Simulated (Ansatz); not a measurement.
# Te₂Mo: a line through an energy map

How does the energy of Te₂Mo (P-6m2, No. 187; 3 atoms in the cell) vary with volume per atom, at c/a of the conventional cell = 5.559?

Program: Ansatz 0.2.0. Level of theory: DFT PBE, scalar-relativistic, plane waves, PAW. These are calculated values, not measurements.

1 further run of the same task is left out (set aside as unsound or not needed).

**1. Starting point**

Symmetry: P-6m2, No. 187, hexagonal system. Conventional cell: a = 3.555 Å, b = 3.555 Å, c = 17.518 Å, α = 90.00°, β = 90.00°, γ = 120.00°. Around Te (site symmetry 3m) lie 3 Mo at 2.74 Å. Around Mo (site symmetry -6m2) lie 6 Te at 2.74 Å.

Structure file:

```xyz
3
Lattice="3.5550 0.0000 0.0000 -1.7775 3.0787 0.0000 0.0000 0.0000 17.5183" Properties=species:S:1:pos:R:3 pbc="T T T"
Te    0.0000    2.0525   15.7103
Te    0.0000    2.0525    1.8079
Mo    0.0000    0.0000    0.0000
```

It goes back to an entry of the Materials Project, which need not be the stable form.

This cell was relaxed beforehand with the same method: volume 63.91 Å³/atom, gap on the mesh 1.08 eV.

**2. The scan**

The energy is mapped over volume and the cell's shape.

- volume per atom: 5 values from 53.7 to 74.1 Å³
- c/a of the conventional cell: 5 values from 4.368 to 5.559

Nothing else is relaxed (fractional coordinates fixed). Energies count from the relaxed crystal. Points are written as (first, second).

**3. The run at (53.7 Å³, 5.559)**

File input.yaml:

```yaml
crystal:
  lattice:
    - [3.2221158893, 0.0, 0.0]
    - [-1.6110579447, 2.7904342141, 0.0]
    - [0.0, 0.0, 17.9127088635]
  atoms:
    - { symbol: Te, position: [0.3333333333, 0.6666666667, 0.89679699] }
    - { symbol: Te, position: [0.3333333333, 0.6666666667, 0.10320301] }
    - { symbol: Mo, position: [0.0, 0.0, 0.0] }
basis:
  ecutwfc: 420
kpoints:
  mp_grid: { grid: [12, 12, 2] }
hamiltonian:
  xc: pbe
  pseudopotentials: { kind: paw, azcp: { folder: soft_1 } }
scf:
  occupations: { method: gaussian, width: 0.05 }
output:
  forces: true
  stress: true
  eigenvalues: true
  write_density: true
  write_potential: true
  elf: true
  volumetric_format: npy
```

Launch:

```console
$ ansatz run input.yaml --threads 1 --pin off --max-ram 2048MiB --backend cpu --events-out ev --progress --plain --runs-dir out
```

Further runs follow: the other points of the line.

Q: Predict the outcome of this session. Wanted: for each run, volume per atom; energy; slope; pressure; largest force on an atom.

**Answer**, as computed:

```
volume per atom (Å³)  step  energy (meV/atom)  slope (meV/atom per Å³)  pressure (GPa)  band gap on the k-mesh (eV)  largest force on an atom (eV/Å)
                53.7     3                301                      −55             8.9                        0.589                             1.51
                58.8     4                116                      −20             3.2                        0.692                             0.04
                63.9     5                 77                        3            −0.4                        0.734                             1.12
                69.0     6                130                       17            −2.7                        0.757                             1.89
                74.1     7                242                       26            −4.2                        0.713                             2.42
```

Energies count from the relaxed crystal. Slopes come from the forces (and the stress, where the cell changes), not from differences of energies.

What this shows: The lowest point of the line is at 63.9 Å³, 77 meV/atom from the zero. Energies and slopes round the minimum, fitted together, put the minimum at 63.14 Å³, with a curvature of about 3.7 meV/atom per (Å³)². V·d²E/dV² there is about 38 GPa, a bulk modulus under this line's constraint. The well is lopsided: two grid steps out, the energy rises by 224 meV/atom towards smaller values and 165 meV/atom towards larger ones. The highest point computed, at 53.7 Å³, lies 224 meV/atom above the lowest. This is one cut through a surface in two coordinates; the map's lowest point lies off it. These runs have no spin-orbit coupling; with Te it would split and shift bands.

These are semilocal Kohn-Sham gaps, which aren't the measured quantity. Such gaps usually fall short of the measured ones; spin-orbit coupling, left out here, narrows gaps with Te, so the two errors partly cancel.
